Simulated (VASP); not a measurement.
# NaF in VASP: one cell, several levels of theory

Aim: gap, levels, forces and stress of NaF (CsCl type), under +3.1 % biaxial strain in the (111) plane, free along [111] at fixed geometry. Runs: PBE, r2SCAN. This is a trial cell built on a prototype, not taken from a measured structure, and it needn't be the compound's ground state.

The runs shown are made with VASP 6.6.1. PAW datasets, plane waves. The calculation is spin-unpolarised, and the structure need not be a phase that has been made.

### Step 1. The structure to begin with

The cell comes from an earlier relaxation with r2SCAN in another program, then strained, with the atoms relaxed again.

Space group R-3m (No. 166), trigonal; conventional cell a = 4.075 Å, c = 4.655 Å, 11.16 Å³ an atom. Na has 8 F at 2.33–2.48 Å; F has 8 Na at 2.33–2.48 Å.

As a file:

Space group R-3m:H (No. 166). a = 4.075 Å, b = 4.075 Å, c = 4.655 Å, α = 90.00°, β = 90.00°, γ = 120.00°
```json
{"atom": "Na", "site": "3a", "symmetry": "-3m", "x": "0.0000", "y": "0.0000", "z": "0.0000"}
{"atom": "F", "site": "3b", "symmetry": "-3m", "x": "0.0000", "y": "0.0000", "z": "0.5000"}
```

### Step 2. Single point with PBE

Contents of INCAR:

```
ENCUT = 520.000000
SIGMA = 0.020000
EDIFF = 1.00e-07
GGA = PE
PREC = Accurate
IBRION = -1
ISIF = 2
ISMEAR = -1
NBANDS = 14
NELM = 120
NSW = 0
LASPH = .TRUE.
LCHARG = .FALSE.
LWAVE = .FALSE.
LREAL = .FALSE.
```

Contents of KPOINTS:

```
KPOINTS created by Atomic Simulation Environment
0
Gamma
10 10 10
0 0 0
```

Contents of KPOINTS_OPT:

```
special points
4
Reciprocal
0.0000000000 0.0000000000 0.0000000000 1
0.0000000000 0.5000000000 0.0000000000 1
0.5000000000 0.5000000000 0.0000000000 1
0.5000000000 0.5000000000 0.5000000000 1
```

Contents of POSCAR:

```
Na F
 1.0000000000000000
     2.8167409326000001   -0.0644597020000000   -0.0644597020000000
    -0.0644597020000000    2.8167409326000001   -0.0644597020000000
    -0.0644597020000000   -0.0644597020000000    2.8167409326000001
 Na  F
   1   1
Cartesian
  0.0000000000000000  0.0000000000000000  0.0000000000000000
  1.3439107642999994  1.3439107642999994  1.3439107642999999
```

The run uses the recommended PBE PAW datasets (14 valence electrons a neutral cell).

The run is started by

```bash
> mpirun -np 1 vasp_std
```

### Step 3. Single point with r2SCAN

Contents of INCAR:

```
ENCUT = 520.000000
SIGMA = 0.010000
EDIFF = 1.00e-07
ALGO = Normal
METAGGA = R2SCAN
PREC = Accurate
IBRION = -1
ISIF = 2
ISMEAR = 0
NBANDS = 14
NELM = 120
NSW = 0
LASPH = .TRUE.
LCHARG = .FALSE.
LWAVE = .FALSE.
LREAL = .FALSE.
```

KPOINTS is that of step 2.

KPOINTS_OPT is that of step 2.

POSCAR is that of step 2.

Before running it: what results should come out? Wanted: for each run, gap; pressure.

As calculated:

```
 level  gap (eV)  pressure (GPa)
   PBE      5.98            3.10
r2SCAN      6.97           -1.66
```

The gap spans 5.98 eV (PBE) to 6.97 eV (r2SCAN). The pressure is highest with PBE (3.1 GPa) and lowest with r2SCAN (-1.7 GPa), which orders the cells that they would relax to.
